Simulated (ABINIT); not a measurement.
Crystal: Fe.

```
CELL_PARAMETERS angstrom
0.00000 1.94174 1.96511
1.49844 0.00000 1.96511
1.49844 1.94174 0.00000
ATOMIC_POSITIONS crystal
Fe 0.00000 0.00000 0.00000
```

Base run:

- Program: ABINIT 10.8.3 (patched build)
- Functional: LDA
- Potentials or basis: Ansatz PAW PBE default generated set, frozen core
- Cutoff: 490 eV
- k mesh: 13 × 13 × 13
- Occupations: fermi-dirac, width 0.05 eV
- Spin: collinear spin, ferromagnetic start
- Starting moments: [3.0] μB

Its results: band gap on the k mesh none (metal or under the smearing width); pressure -18.7 GPa; net moment 2.14 μB per cell; site moments Fe +2.16 μB.

Question: The run is repeated on the same cell with these changes: functional from LDA to PBEsol. What comes out?

Answer: Band gap on the k mesh none (metal or under the smearing width); pressure -10.5 GPa; net moment 2.18 μB per cell; site moments Fe +2.19 μB.

PBEsol binds less tightly than LDA, so the same cell stands under more pressure.

Caveats: the PAW data sets were made with another functional, which shifts forces and pressure a little; the atomic spheres overlap.
